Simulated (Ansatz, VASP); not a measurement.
CdF2: VASP beside Ansatz

```xyz
3
Lattice="0.0000 2.6940 2.6401 2.6940 0.0000 2.6401 2.6940 2.6940 0.0000" Properties=species:S:1:pos:R:3 pbc="T T T"
Cd    0.0000    0.0000    0.0000
F     1.3470    1.3470    1.3201
F     4.0410    4.0410    3.9602
```

Change from the starting cell: zz strain of -2 %.

Alike in both runs: task single point; functional LDA; k mesh 8 × 8 × 8; occupations fermi-dirac, width 0.02 eV; no spin polarisation.

|  | VASP | Ansatz |
| --- | --- | --- |
| version | VASP 6.6.1 | Ansatz 0.2.0 |
| potentials or method | VASP PAW LDA potentials, release 64 (Cd, F), cutoff 520 eV | all-electron LAPW, scalar-relativistic |

VASP gave:

| Quantity | Value |
| --- | --- |
| gap on the k mesh at the Fermi level (eV) | 2.85 |
| pressure (GPa) | -2.5 |
| largest component of the traceless stress (GPa) | 1.53 |

Problem. Estimate Ansatz's values.

Solution. gap on the k mesh at the Fermi level (eV): 2.85; pressure (GPa): -3.6; largest component of the traceless stress (GPa): 1.55.

Ansatz ran all-electron here, so the differences hold the error of VASP's frozen core and of both bases.

A k mesh can miss the band edges.
